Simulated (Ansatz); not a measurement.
# Relaxing BeTe

All numbers below come from Ansatz 0.2.0, DFT PBE, scalar-relativistic, plane waves, PAW. Run with 420 eV cutoff, 14×14×14 k-mesh, Gaussian smearing of 0.10 eV, no spin polarisation.

What was changed in MgO: Mg → Be, O → Te on all its sites, cell and atoms relaxed.

Command:

```bash
ansatz run input.yaml --threads 1 --pin off --max-ram 2560MiB --backend cpu --events-out ev --progress --plain --runs-dir out
```

Input:

```yaml
crystal:
  lattice:
    - [0.0, 2.6761802757, 2.6761802757]
    - [2.6761802757, 0.0, 2.6761802757]
    - [2.6761802757, 2.6761802757, 0.0]
  atoms:
    - { symbol: Be, position: [0.0, 0.0, 0.0] }
    - { symbol: Te, position: [0.5, 0.5, 0.5] }
basis:
  ecutwfc: 420
kpoints:
  mp_grid: { grid: [14, 14, 14] }
hamiltonian:
  xc: pbe
scf:
  occupations: { method: gaussian, width: 0.1 }
output:
  forces: true
  stress: true
  eigenvalues: true
relax:
  adjacent_minimum: "off"
  f_tol: 0.01
  max_steps: 60
  cell: { stress_tol: 0.1 }
```

F is the free energy. Steps run on the plane waves of an earlier cell, but the last one, and at times one on the way, on a freshly chosen basis, so a repeated geometry can differ a little in energy.

Steps:

```
step F − F(1) (eV) largest force component (eV/Å) V (Å³/atom) P (GPa)
   1         0.0000                           0.000       19.167     0.32
   2         0.0001                           0.000       19.351    -0.33
   3        -0.0001                           0.000       19.257     0.00
   4        -0.0002                           0.000       19.257     0.00
```

Relaxed structure:

```cif
data_structure
_symmetry_space_group_name_H-M 'P 1'
_symmetry_Int_Tables_number 1
_cell_length_a 3.7906
_cell_length_b 3.7906
_cell_length_c 3.7906
_cell_angle_alpha 60.000
_cell_angle_beta 60.000
_cell_angle_gamma 60.000
_cell_volume 38.51
loop_
_atom_site_label
_atom_site_type_symbol
_atom_site_fract_x
_atom_site_fract_y
_atom_site_fract_z
_atom_site_occupancy
Be1 Be 0.00000 0.00000 0.00000 1
Te1 Te 0.50000 0.50000 0.50000 1
```

The structure is cubic, space group Fm-3m (No. 225). The conventional cell has a = 5.361 Å, b = 5.361 Å, c = 5.361 Å, α = 90.00°, β = 90.00°, γ = 90.00°. Be (site symmetry m-3m) has 6 Te at 2.68 Å as nearest neighbours. Te (site symmetry m-3m) has 6 Be at 2.68 Å as nearest neighbours.

The run converged. Time: 32 s on 1 thread of Intel(R) Xeon(R) Processor @ 2.50GHz (Skylake/Cascade Lake), with other jobs on the host, peak memory 0.38 GiB.